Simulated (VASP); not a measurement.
# ZnS (P6_3mc) in VASP: further runs

Aim: see how the results for ZnS move with the level of theory and the settings. Levels: PBE, RPBE. Tasks: single point.

All numbers are computed with VASP 6.6.1; they aren't measurements. Logs are shortened: lines on timing, memory, paths and dates and some standing lists are left out, and cuts for length are marked.

**What was measured.**

From a printed reference work, monograph, for a bulk crystal of ZnS at 4 K: band gap 3.911 eV (direct).

The results are compared with them further down.

### 1 The cell of the first run

The structure is hexagonal, space group P6_3mc (No. 186). Conventional cell: a = 3.811 Å, b = 3.811 Å, c = 6.234 Å, α = 90.00°, β = 90.00°, γ = 120.00°. Zn (site symmetry 3m) has 4 S at 2.33 to 2.34 Å within 3.1 Å. S (site symmetry 3m) has 4 Zn at 2.33 to 2.34 Å within 3.1 Å.

### 2 Single point, PBE

INCAR reads:

```
SYSTEM = ZnS
ALGO = Normal
EDIFF = 1E-6
ENCUT = 500
GGA = PE
GGA_COMPAT = .False.
ISIF = 2
ISMEAR = 0
LASPH = .True.
LCHARG = .True.
LELF = .True.
LREAL = .False.
LVHAR = .True.
LWAVE = .False.
NBANDS = 26
NELM = 120
PREC = Accurate
SIGMA = 0.02
```

KPOINTS reads:

```
k-points
0
Gamma
  12 12 6
  0 0 0
```

POSCAR reads:

```
ZnS
1.0
    3.8110000000      0.0000000000      0.0000000000
   -1.9055000000      3.3004228138      0.0000000000
    0.0000000000      0.0000000000      6.2340000000
Zn S
2 2
Direct
    0.3333333333      0.6666666667      0.0050471336
    0.6666666667      0.3333333333      0.5050471336
    0.3333333333      0.6666666667      0.3799528664
    0.6666666667      0.3333333333      0.8799528664
```

Potentials or basis: VASP PAW PBE potentials, release 64 (Zn, S).

On the command line:

```sh
> cat potpaw_PBE.64/Zn/POTCAR potpaw_PBE.64/S/POTCAR > POTCAR
> mpirun -np 1 vasp_std > vasp.out
```

OUTCAR:

```text
SYSTEM = ZnS
   EDIFF = 1E-6
   ENCUT = 500
   GGA = PE
   ISIF = 2
   ISMEAR = 0
   LASPH = .True.
   LREAL = .False.
   NELM = 120
   PREC = Accurate

 ion  position               nearest neighbor table
   1  0.333  0.667  0.005-   4 2.33   4 2.33   4 2.33   3 2.34
   2  0.667  0.333  0.505-   3 2.33   3 2.33   3 2.33   4 2.34
   3  0.333  0.667  0.380-   2 2.33   2 2.33   2 2.33   1 2.34
   4  0.667  0.333  0.880-   1 2.33   1 2.33   1 2.33   2 2.34

  LATTYP: Found a hexagonal cell.
 ALAT       =     3.8110000000
 C/A-ratio  =     1.6357911309

  Lattice vectors:

 A1 = (   3.8110000000,   0.0000000000,   0.0000000000)
 A2 = (  -1.9055000000,   3.3004228138,   0.0000000000)
 A3 = (   0.0000000000,   0.0000000000,   6.2340000000)

Analysis of symmetry for initial positions (statically):
=====================================================================
 Subroutine PRICEL returns:
 Original cell was already a primitive cell.

 Routine SETGRP: Setting up the symmetry group for a
 hexagonal supercell.

 Subroutine GETGRP returns: Found 12 space group operations
 (whereof  6 operations were pure point group operations)
 out of a pool of 24 trial point group operations.

The static configuration has the point symmetry C_3v.
 The point group associated with its full space group is C_6v.

Analysis of symmetry for dynamics (positions and initial velocities):
=====================================================================
 Subroutine PRICEL returns:
 Original cell was already a primitive cell.

 Routine SETGRP: Setting up the symmetry group for a
 hexagonal supercell.

 Subroutine GETGRP returns: Found 12 space group operations
 (whereof  6 operations were pure point group operations)
 out of a pool of 24 trial point group operations.

The dynamic configuration has the point symmetry C_3v.
 The point group associated with its full space group is C_6v.

 Subroutine INISYM returns: Found 12 space group operations
 (whereof  6 operations are pure point group operations),
 and found     1 'primitive' translations

----------------------------------------------------------------------------------------

                                     Primitive cell

  volume of cell :      78.4107

  direct lattice vectors                    reciprocal lattice vectors
     3.811000000  0.000000000  0.000000000     0.262398321  0.151495741  0.000000000
    -1.905500000  3.300422814  0.000000000     0.000000000  0.302991482  0.000000000
     0.000000000  0.000000000  6.234000000     0.000000000  0.000000000  0.160410651

  length of vectors
     3.811000000  3.811000000  6.234000000     0.302991482  0.302991482  0.160410651

  position of ions in fractional coordinates (direct lattice)
     0.333333333  0.666666667  0.005047134
     0.666666667  0.333333333  0.505047134
     0.333333333  0.666666667  0.379952866
     0.666666667  0.333333333  0.879952866

  ion indices of the primitive-cell ions
   primitive index   ion index
                 1           1
                 2           2
                 3           3
                 4           4

----------------------------------------------------------------------------------------

 KPOINTS: k-points

Automatic generation of k-mesh.
 Grid dimensions read from file:
 generate k-points for:   12   12    6

 Generating k-lattice:

  Cartesian coordinates                     Fractional coordinates (reciprocal lattice)
     0.021866527  0.012624645  0.000000000     0.083333333  0.000000000  0.000000000
     0.000000000  0.025249290  0.000000000     0.000000000  0.083333333  0.000000000
     0.000000000  0.000000000  0.026735109     0.000000000  0.000000000  0.166666667

  Length of vectors
     0.025249290  0.025249290  0.026735109

  Shift w.r.t. Gamma in fractional coordinates (k-lattice)
     0.000000000  0.000000000  0.000000000

 Subroutine IBZKPT returns following result:
 ===========================================

 Found     76 irreducible k-points:

 Following reciprocal coordinates:
            Coordinates               Weight
  0.000000  0.000000  0.000000      1.000000
  0.083333  0.000000  0.000000      6.000000
  0.166667 -0.000000  0.000000      6.000000
  0.250000  0.000000  0.000000      6.000000
  0.333333  0.000000  0.000000      6.000000
  0.416667  0.000000  0.000000      6.000000
[... 16 lines left out ...]
  0.250000  0.000000  0.166667     12.000000
  0.333333  0.000000  0.166667     12.000000
 [... further k-points ...]
   k-points           NKPTS =     76   k-points in BZ     NKDIM =     76   number of bands    NBANDS=     26
   number of dos      NEDOS =    301   number of ions     NIONS =      4
   total plane-waves  NPLWV =  37632
   dimension x,y,z NGX =    28 NGY =   28 NGZ =   48
   dimension x,y,z NGXF=    56 NGYF=   56 NGZF=   96
   ions per type =               2   2
   NGX,Y,Z   is equivalent  to a cutoff of  12.21, 12.21, 12.80 a.u.
   NGXF,Y,Z  is equivalent  to a cutoff of  24.43, 24.43, 25.60 a.u.
 SYSTEM =  ZnS
   PREC   = accura    normal or accurate (medium, high low for compatibility)
   ISTART =      0    job   : 0-new  1-cont  2-samecut
   ICHARG =      2    charge: 1-file 2-atom 10-const
   ISPIN  =      1    spin polarized calculation?
   LNONCOLLINEAR =      F non collinear calculations
   LSORBIT =      F    spin-orbit coupling
   LASPH  =      T    aspherical Exc in radial PAW
   ENCUT  =  500.0 eV  36.75 Ry    6.06 a.u.   6.95  6.95 11.37*2*pi/ulx,y,z
   NELM   =    120;   NELMIN=  2; NELMDL= -5     # of ELM steps
   EDIFF  = 0.1E-05   stopping-criterion for ELM
   LREAL  =      F    real-space projection
   EDIFFG = 0.1E-04   stopping-criterion for IOM
   NSW    =      0    number of steps for IOM
   IBRION =     -1    ionic relax: 0-MD 1-quasi-New 2-CG
   NFREE  =      0    steps in history (QN), initial steepest desc. (CG)
   ISIF   =      2    stress and relaxation
   ISYM   =      2    0-nonsym 1-usesym 2-fastsym
   POTIM  = 0.5000    time-step for ionic-motion
   TEBEG  =    0.0;   TEEND  =   0.0 temperature during run
   PSTRESS=    0.0 pullay stress
   NELECT =      36.0000    total number of electrons
   NUPDOWN=      -1.0000    fix difference up-down
   EMIN   =  10.00;   EMAX   =-10.00  energy-range for DOS
   EFERMI =   0.00;   METHOD = LEGACY
   ISMEAR =     0;   SIGMA  =   0.02  broadening in eV -4-tet -1-fermi 0-gaus
   EFERMI_NEDOS =   21; number of points for ismear=-14 and -15
   IALGO  =     38    algorithm
   IMIX   =      4    mixing-type and parameters
     AMIX     =   0.40;   BMIX     =  1.00
     AMIX_MAG =   1.60;   BMIX_MAG =  1.00
  volume/ion in A,a.u.               =      19.60       132.29
  Fermi-wavevector in a.u.,A,eV,Ry     =   1.262943  2.386617 21.701647  1.595026
  Thomas-Fermi vector in A             =   2.396326
   LORBIT       =      0    0 simple, 1 ext, 2 COOP (PROOUT), +10 PAW based schemes
   GGA     = PE    functional components
   LHFCALC =     F    Hartree Fock is set to
   AEXX    =    0.0000 exact exchange contribution
   IVDW    =     0    specifies the selected vdW correction
   LEPSILON=     F    determine dielectric tensor
   LRPA    =     F    only Hartree local field effects (RPA)
 non-spin polarized calculation
 Gauss-broadening in eV      SIGMA  =   0.02
  energy-cutoff  :      500.00
  volume of cell :       78.41
 maximum number of plane-waves:      2012
 NGX is ok and might be reduce to    28
   NGX = 13   NGY = 13   NGZ = 23

 number of electron      35.9999996 magnetization

 Free energy of the ion-electron system (eV)
  ---------------------------------------------------
  ext. energy  EPLUGINS =         0.00000000
  ---------------------------------------------------
  free energy    TOTEN  =       -13.67523672 eV

  energy without entropy =      -13.67523672  energy(sigma->0) =      -13.67523672

 E-fermi :   2.3388     XC(G=0):  -9.6535

 val. band max:        2.1800555862   @ k =   0.0000   0.0000   0.0000
 cond. band min:       4.4010894803   @ k =   0.0000   0.0000   0.0000
 fundamental gap:      2.2210338941
 Fermi energy:         2.3388463126

 k-point     1 :       0.0000    0.0000    0.0000
  band No.  band energies     occupation
      1     -11.0261      2.00000
      2     -10.0788      2.00000
      3      -4.1836      2.00000
      4      -4.1719      2.00000
      5      -4.1719      2.00000
      6      -4.0892      2.00000
[... 18 lines left out ...]
     25       9.8711      0.00000
     26      11.4778      0.00000

 k-point     2 :       0.0833    0.0000    0.0000
  band No.  band energies     occupation
      1     -10.9787      2.00000
      2     -10.0522      2.00000
      3      -4.1812      2.00000
      4      -4.1681      2.00000
      5      -4.1622      2.00000
      6      -4.0845      2.00000
[... 18 lines left out ...]
     25      10.0863      0.00000
     26      11.1667      0.00000

 k-point     3 :       0.1667   -0.0000    0.0000
  band No.  band energies     occupation
      1     -10.8428      2.00000
      2      -9.9801      2.00000
      3      -4.1861      2.00000
      4      -4.1461      2.00000
      5      -4.1372      2.00000
      6      -4.0653      2.00000
[... 18 lines left out ...]
     25      10.4764      0.00000
     26      10.6809      0.00000

 k-point     4 :       0.2500    0.0000    0.0000
  band No.  band energies     occupation
      1     -10.6385      2.00000
      2      -9.8858      2.00000
      3      -4.1871      2.00000
      4      -4.1195      2.00000
      5      -4.1073      2.00000
      6      -4.0182      2.00000
[... 18 lines left out ...]
     25      10.6973      0.00000
     26      11.0703      0.00000
[... 496 lines left out ...]
      1     -10.7922      2.00000
      2     -10.0466      2.00000
      3      -4.1934      2.00000
      4      -4.1424      2.00000
      5      -4.1321      2.00000
      6      -4.0748      2.00000
[... 18 lines left out ...]
     25      10.4951      0.00000
     26      10.6990      0.00000

 k-point    23 :       0.2500    0.0000    0.1667
  band No.  band energies     occupation
      1     -10.5929      2.00000
      2      -9.9416      2.00000
      3      -4.1943      2.00000
      4      -4.1225      2.00000
      5      -4.1001      2.00000
      6      -4.0260      2.00000
[... 18 lines left out ...]
     25      10.8122      0.00000
     26      11.3367      0.00000

 k-point    24 :       0.3333    0.0000    0.1667
  band No.  band energies     occupation
      1     -10.3642      2.00000
      2      -9.8460      2.00000
      3      -4.1849      2.00000
      4      -4.0964      2.00000
      5      -4.0738      2.00000
      6      -3.9454      2.00000
[... 18 lines left out ...]
     25      10.9946      0.00000
     26      12.0016      0.00000

 [... further k-points ...]

------------------------ aborting loop because EDIFF is reached ----------------------------------------

  FORCE on cell =-STRESS in cart. coord.  units (eV):
  Direction    XX          YY          ZZ          XY          YZ          ZX
  --------------------------------------------------------------------------------------
  -------------------------------------------------------------------------------------
  Total        1.0840917      1.0840917      1.2317996      0.0000000      0.0000000      0.0000000
  in kB       22.1514051     22.1514051     25.1695422      0.0000000      0.0000000      0.0000000
  external PRESSURE =      23.1574508 kB  Pullay stress =       0.0000000 kB

 VOLUME and BASIS-vectors are now :
 -----------------------------------------------------------------------------
  energy-cutoff  :      500.00
  volume of cell :       78.41
      direct lattice vectors                 reciprocal lattice vectors
     3.811000000  0.000000000  0.000000000     0.262398321  0.151495741  0.000000000
    -1.905500000  3.300422814  0.000000000     0.000000000  0.302991482  0.000000000
     0.000000000  0.000000000  6.234000000     0.000000000  0.000000000  0.160410651

 POSITION                                       TOTAL-FORCE (eV/Angst)
 -----------------------------------------------------------------------------------
     -0.00000      2.20028      0.03146         0.000000     -0.000000      0.003557
      1.90550      1.10014      3.14846        -0.000000      0.000000      0.003557
     -0.00000      2.20028      2.36863         0.000000      0.000000     -0.003557
      1.90550      1.10014      5.48563         0.000000     -0.000000     -0.003557
 -----------------------------------------------------------------------------------
    total drift:                               -0.000000     -0.000001     -0.000168

  FREE ENERGIE OF THE ION-ELECTRON SYSTEM (eV)
  ---------------------------------------------------
  free  energy   TOTEN  =       -13.6752367151 eV

  energy  without entropy=      -13.6752367151  energy(sigma->0) =      -13.67523672
```

It took 93 s on 1 thread of Intel Xeon Platinum 8259CL at 2.50GHz (Skylake/Cascade Lake), shared host; peak memory 0.26 GiB.

What came out:

| Item | Value |
| --- | --- |
| Free energy | -13.6752 eV |
| Pressure | 2.3 GPa |
| Largest force | 0.004 eV/Å |
| Band gap on the k mesh | 2.22 eV |

Forces on the atoms (eV/Å):
```
Zn   0.000  0.000  0.004
Zn   0.000  0.000  0.004
S    0.000  0.000 -0.004
S    0.000  0.000 -0.004
```

(Part 1 of 2 ends here.)
